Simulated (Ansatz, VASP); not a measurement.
## MgS: VASP beside Ansatz

```
Mg S
1.0
     4.05444    0.00000    0.00000
    -2.02722    3.51125    0.00000
     0.00000    0.00000    6.49143
Mg S
2 2
Direct
  0.00000 0.00000 0.99706
  0.33333 0.66667 0.49706
  0.00000 0.00000 0.37794
  0.33333 0.66667 0.87794
```

The cell was built by a generator and needn't be a form met in nature.

Alike in both runs: functional PBE; k mesh 9 × 9 × 4; occupations gaussian, width 0.02 eV; no spin polarisation.

Ansatz relaxed the structure, and its values are those at the end. VASP's run is a single point on that final structure, the one shown.

|  | VASP | Ansatz |
| --- | --- | --- |
| version | VASP 6.6.1 | Ansatz 0.2.0 |
| potentials or method | VASP PAW PBE potentials, release 64 (Mg, S) | scalar-relativistic, plane waves, PAW |
| plane-wave cutoff (eV) | 520 | 420 |
| valence electrons in the cell | 16 | 32 |

|  | VASP | Ansatz | Ansatz less VASP |
| --- | --- | --- | --- |
| gap on the k mesh at the Fermi level (eV) | 3.37 | 3.38 | +0.008 |
| least direct gap on the mesh (eV) | 3.37 | 3.38 | +0.008 |
| pressure (GPa) | -0.2 | 0.0 | +0.15 |

The two sets of potentials don't hold the same shells in valence.

Caveats: an odd mesh through Γ misses points on the zone boundary, where band edges often lie. Expect the measured gap to be larger: semilocal functionals such as PBE lack the derivative discontinuity.
